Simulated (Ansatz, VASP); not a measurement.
# Two plane-wave programs on KI

```
K I
1.0
     4.89693    0.00000    0.00000
     0.00000    4.89693    0.00000
     0.00000    0.00000    6.98815
K I
1 1
Direct
  0.00000 0.00000 0.50000
  0.50000 0.50000 0.50000
```

Alike in both runs: functional PBE; k mesh 6 × 6 × 4; occupations gaussian, width 0.02 eV; no spin polarisation.

Ansatz relaxed the structure, and its values are those at the end. VASP's run is a single point on that final structure, the one shown.

|  | VASP | Ansatz |
| --- | --- | --- |
| version | VASP 6.6.1 | Ansatz 0.2.0 |
| potentials or method | VASP PAW PBE potentials, release 64 (K_sv, I) | scalar-relativistic, plane waves, PAW |
| plane-wave cutoff (eV) | 520 | 420 |
| valence electrons in the cell | 16 | 26 |

```csv
,VASP,Ansatz,Ansatz less VASP
gap on the k mesh at the Fermi level (eV),3.65,3.65,+0.001
least direct gap on the mesh (eV),3.68,3.69,+0.004
```

The functional is the same, so the differences come from potentials, cutoffs and numerics. The two sets of potentials don't hold the same shells in valence.

Caveats: spin-orbit coupling is left out, which moves the levels of the heavy elements.
